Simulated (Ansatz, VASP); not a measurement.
## One calculation of Ru, two programs

```
CELL_PARAMETERS angstrom
2.66498 0.00000 0.00000
-1.33249 2.30794 0.00000
0.00000 0.00000 23.52784
ATOMIC_POSITIONS crystal
Ru 0.66667 0.33333 0.36127
Ru 0.33333 0.66667 0.45376
Ru 0.00000 0.00000 0.54621
Ru 0.66667 0.33333 0.63516
```

Alike in both runs: functional PBEsol; k mesh 12 × 12 × 1; occupations gaussian, width 0.1 eV; no spin polarisation.

Ansatz relaxed the structure, and its values are those at the end. VASP's run is a single point on that final structure, the one shown.

|  | VASP | Ansatz |
| --- | --- | --- |
| version | VASP 6.6.1 | Ansatz 0.2.0 |
| potentials or method | VASP PAW PBE potentials, release 64 (Ru_pv) | scalar-relativistic, plane waves, PAW |
| plane-wave cutoff (eV) | 520 | 420 |
| valence electrons in the cell | 56 | 64 |

```tsv
	VASP	Ansatz	Ansatz less VASP
gap on the k mesh at the Fermi level (eV)	none	none	-
rms of the force components (eV/Å)	0.311	0.311	+0.0002
work function, face that differs most (eV)	5.06	5.17	+0.113
```

A gap of «none» marks a metal or a gap that the smearing closes. The functional is the same, so the differences come from potentials, cutoffs and numerics. The two sets of potentials don't hold the same shells in valence. Ansatz warned: «xc_potential_rough_in_thin_density».

Caveats: the PAW data sets were made with another functional, which shifts forces and pressure a little (VASP).
